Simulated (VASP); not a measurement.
Given:

```
SrF2
1.0
    0.00000     2.88305     2.88305
    2.88305     0.00000     2.88305
    2.88305     2.88305     0.00000
Sr F
1 2
Direct
  0.00000   0.00000   0.00000
  0.25000   0.25000   0.25000
  0.75000   0.75000   0.75000
```

Level of theory: PBEsol GGA, VASP's PBE PAW potentials (set 64) (plane waves; VASP). Numerical set-up: 600 eV cut-off, 6×6×6 Γ-centred mesh, Gaussian smearing of 0.050 eV, potentials Sr_sv F.

Problem. What does the run give for the energy per atom (σ→0), band gap (on the k-mesh) with the smallest direct gap where there is one?

Solution. 
```json
{
 "band gap (on the k-mesh)": "6.85 eV",
 "smallest direct gap (on the k-mesh)": "6.95 eV",
 "energy per atom (σ→0)": "-5.867 eV/atom"
}
```

The absolute energy has meaning only against runs of the same code, potentials and settings.

The compound is SrF2 in the fluorite structure. It was relaxed first.
